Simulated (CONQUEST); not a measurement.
The system is HgTe (Coloradoite).

```
Hg Te
1.0
     4.54599    0.00000    0.00000
     0.00000    4.54599    0.00000
     0.00000    0.00000    6.42900
Hg Te
2 2
Direct
  0.49584 0.49711 0.50026
  0.99584 0.99711 0.00026
  0.49970 0.99823 0.75049
  0.99970 0.49823 0.25049
```

The cell isn't the ideal one: atoms moved at random, drawn with an rms of 0.05 Å.

Program: CONQUEST 1.3. Alike in all runs: task single point; level PBE; no spin polarisation; cell atoms moved at random, drawn with an rms of 0.05 Å. Hardware: 1 thread of Intel(R) Xeon(R) Platinum 8375C CPU @ 2.90GHz (Ice Lake), with other jobs on the host.

Question: Order these runs on this cell by their wall time, lowest first.
A. potentials or basis PseudoDojo NC PBE, SZ, linear scaling with L range 20 bohr, grid cutoff 120 Ha; smearing none (density matrix without k points); solver linear scaling; SCF tolerance 1e-05
B. potentials or basis PseudoDojo NC PBE, SZ, linear scaling with L range 16 bohr, grid cutoff 120 Ha; smearing none (density matrix without k points); solver linear scaling; SCF tolerance 1e-05
C. potentials or basis PseudoDojo NC PBE, SZ, grid cutoff 120 Ha; k mesh 6 × 6 × 4; smearing fermi-dirac 0.05 eV; solver diagonalisation; SCF tolerance 1e-06

Answer: C (14 s), B (140 s), A (280 s).

Caveats: the atomic basis is small; the density matrix is cut off at a finite range, which raises the energy and shifts forces and pressure (some runs).
